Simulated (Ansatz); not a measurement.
The calculation used DFT PBE, scalar-relativistic, plane waves, PAW (Ansatz). Several structures of SiGe3 were relaxed, and the powder pattern of one of them was computed from 10° to 70° in 2θ (λ = 1.5406 Å; lines under 1 % are left out).

Cu Kα1 powder pattern (kinematic, no thermal factors).
```tsv
2θ (°)	relative intensity
10.26	7
20.60	3
30.53	3
31.11	6
32.29	9
37.12	100
41.90	16
43.73	32
48.80	1
54.63	5
62.16	20
62.50	5
63.56	10
```

Problem. Which structure gives it?
A.

```cif
data_structure
_symmetry_space_group_name_H-M 'P4/mmm'
_symmetry_Int_Tables_number 123
_cell_length_a 2.9253
_cell_length_b 2.9253
_cell_length_c 8.6170
_cell_angle_alpha 90.000
_cell_angle_beta 90.000
_cell_angle_gamma 90.000
_cell_volume 73.74
loop_
_atom_site_label
_atom_site_type_symbol
_atom_site_symmetry_multiplicity
_atom_site_Wyckoff_symbol
_atom_site_fract_x
_atom_site_fract_y
_atom_site_fract_z
_atom_site_occupancy
Si1 Si 1 d 0.50000 0.50000 0.50000 1
Ge1 Ge 2 g 0.00000 0.00000 0.73335 1
Ge2 Ge 1 c 0.50000 0.50000 0.00000 1
```

B.

```cif
data_structure
_symmetry_space_group_name_H-M 'I-42d'
_symmetry_Int_Tables_number 122
_cell_length_a 5.6765
_cell_length_b 5.6765
_cell_length_c 11.3541
_cell_angle_alpha 90.000
_cell_angle_beta 90.000
_cell_angle_gamma 90.000
_cell_volume 365.86
loop_
_atom_site_label
_atom_site_type_symbol
_atom_site_symmetry_multiplicity
_atom_site_Wyckoff_symbol
_atom_site_fract_x
_atom_site_fract_y
_atom_site_fract_z
_atom_site_occupancy
Si1 Si 4 a 0.00000 0.00000 0.00000 1
Ge1 Ge 8 d 0.25000 0.25905 0.37500 1
Ge2 Ge 4 b 0.50000 0.50000 0.00000 1
```

C.

```cif
data_structure
_symmetry_space_group_name_H-M 'P-6m2'
_symmetry_Int_Tables_number 187
_cell_length_a 2.9554
_cell_length_b 2.9554
_cell_length_c 9.6434
_cell_angle_alpha 90.000
_cell_angle_beta 90.000
_cell_angle_gamma 120.000
_cell_volume 72.95
loop_
_atom_site_label
_atom_site_type_symbol
_atom_site_symmetry_multiplicity
_atom_site_Wyckoff_symbol
_atom_site_fract_x
_atom_site_fract_y
_atom_site_fract_z
_atom_site_occupancy
Si1 Si 1 a 0.00000 0.00000 0.00000 1
Ge1 Ge 2 h 0.33333 0.66667 0.23657 1
Ge2 Ge 1 b 0.00000 0.00000 0.50000 1
```

D.

```cif
data_structure
_symmetry_space_group_name_H-M 'R3m:H'
_symmetry_Int_Tables_number 160
_cell_length_a 4.0148
_cell_length_b 4.0148
_cell_length_c 19.6660
_cell_angle_alpha 90.000
_cell_angle_beta 90.000
_cell_angle_gamma 120.000
_cell_volume 274.52
loop_
_atom_site_label
_atom_site_type_symbol
_atom_site_symmetry_multiplicity
_atom_site_Wyckoff_symbol
_atom_site_fract_x
_atom_site_fract_y
_atom_site_fract_z
_atom_site_occupancy
Si1 Si 3 a 0.66667 0.33333 0.33333 1
Ge1 Ge 3 a 0.00000 0.00000 0.12327 1
Ge2 Ge 3 a 0.33333 0.66667 0.16666 1
Ge3 Ge 3 a 0.33333 0.66667 0.29340 1
```

Solution. A. Its strongest line, at 2θ = 37.12°, has d = λ/(2 sin θ) = 2.420 Å and is the (1 0 2) reflection of the conventional P4/mmm cell with a = 2.925 Å, c = 8.617 Å. The others have their strongest lines at 27.2° (B); 39.8° (C); 27.2° (D).

The cells needn't be stable.
